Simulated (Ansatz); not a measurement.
**GaP: frozen-core PAW against all-electron methods**

```yaml
crystal:
  lattice:
    - [0.00000, 2.72525, 2.72525]
    - [2.72525, 0.00000, 2.72525]
    - [2.72525, 2.72525, 0.00000]
  atoms:
    - { symbol: Ga, position: [0.00000, 0.00000, 0.00000] }
    - { symbol: P, position: [0.75000, 0.75000, 0.75000] }
```

Atom numbers follow the list: Ga1, P2.

The cell is COD entry 9008846, as deposited and not checked against the literature; nothing was relaxed.

All numbers are computed: DFT, PBEsol, PAW with Ansatz's default frozen-core files, scalar-relativistic (Ansatz 0.2.0); DFT, PBEsol, all-electron PAW with datasets made for the crystal, scalar-relativistic (Ansatz 0.2.0); DFT, PBEsol, all-electron LAPW, scalar-relativistic (Ansatz 0.2.0).

For PAW: a Γ-centred 12×12×12 k mesh, Fermi–Dirac smearing of 0.08 eV, cutoff 420 eV, no spin polarisation; the PAW files were made with PBE, and the program remakes their frozen cores for this functional. The crystal-made all-electron datasets (AE datasets) take a cutoff of 240 eV at this cell. LAPW targets a basis error of 0.5 meV/atom. The Ansatz runs share mesh, smearing and spin set-up. Plane-wave (PAW) pressures include the program's estimate of the Pulay term.

Stress and pressure are positive in compression.

Levels count from the top of the valence band.

| quantity | PAW | AE datasets | LAPW |
| --- | --- | --- | --- |
| pressure (GPa) | -0.55 | -0.57 | -0.57 |
| band gap (eV) | 1.466 | 1.469 | 1.467 |
| highest filled level at Γ (eV) | 0.000 | 0.000 | 0.000 |
| lowest empty level at Γ (eV) | 1.744 | 1.747 | 1.747 |
| highest filled level at L (eV) | -1.129 | -1.128 | -1.128 |
| lowest empty level at L (eV) | 1.583 | 1.585 | 1.585 |
